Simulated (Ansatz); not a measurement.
The system is HfO2.

```
CELL_PARAMETERS angstrom
5.11800 0.00000 0.00000
0.00000 5.18570 0.00000
-0.85866 0.00000 5.21387
ATOMIC_POSITIONS crystal
Hf 0.27550 0.46030 0.70800
Hf 0.72450 0.96030 0.79200
Hf 0.72450 0.53970 0.29200
Hf 0.27550 0.03970 0.20800
O 0.07420 0.16840 0.84670
O 0.92580 0.66840 0.65330
O 0.92580 0.83160 0.15330
O 0.07420 0.33160 0.34670
O 0.44870 0.74190 0.98010
O 0.55130 0.24190 0.51990
O 0.55130 0.25810 0.01990
O 0.44870 0.75810 0.48010
```

- Program: Ansatz 0.2.0
- Task: relaxation of cell and atoms
- Functional: BLYP
- Dispersion: D3(BJ)
- Potentials or basis: Ansatz PAW
- Cutoff: 420 eV (not typed: the program's choice for these potentials)
- k mesh: 4 × 4 × 4
- Occupations: fermi-dirac, width 0.05 eV
- Spin: no spin polarisation

At the start: volume 11.53 Å³/atom.

Q: How do energy, volume and symmetry change on relaxing?

A: It ends after 8 steps and the volume is 11.73 Å³/atom (+1.7 %); space group P2_1/c (No. 14, to 0.05 Å).

The path:
```csv
step,energy change (eV),largest force (eV/Å),volume (Å³)
1,0.0000,0.5281,138.38
2,-0.0232,0.2415,141.12
3,-0.0491,0.0794,140.81
4,-0.0503,0.0987,140.67
5,-0.0520,0.0102,140.67
6,-0.0663,0.0111,140.67
7,-0.0658,0.0013,140.78
8,-0.0663,0.0013,140.78
```

Final structure:
```xyz
12
Lattice="5.1433 0.0000 -0.0049 0.0000 5.2050 0.0000 -0.8679 0.0000 5.2596" Properties=species:S:1:pos:R:3 pbc="T T T"
Hf    0.8044    2.3866    3.7244
Hf    3.0370    4.9891    4.1601
Hf    3.4710    2.8184    1.5302
Hf    1.2384    0.2159    1.0946
O    -0.3773    0.8744    4.4411
O     4.2187    3.4769    3.4434
O     4.6527    4.3306    0.8136
O     0.0567    1.7281    1.8112
O     1.4498    3.8643    5.1430
O     2.3916    1.2618    2.7415
O     2.8256    1.3407    0.1117
O     1.8838    3.9432    2.5132
```

Caveat: the plane-wave basis is chosen anew once the cell has moved, so the energies of steps on either side of that aren't comparable; the pressure holds a Pulay correction of +0.9 GPa for the finite cutoff; the PAW data sets come from PBE, with cores solved anew for the run's functional, which leaves a small shift of forces and pressure.
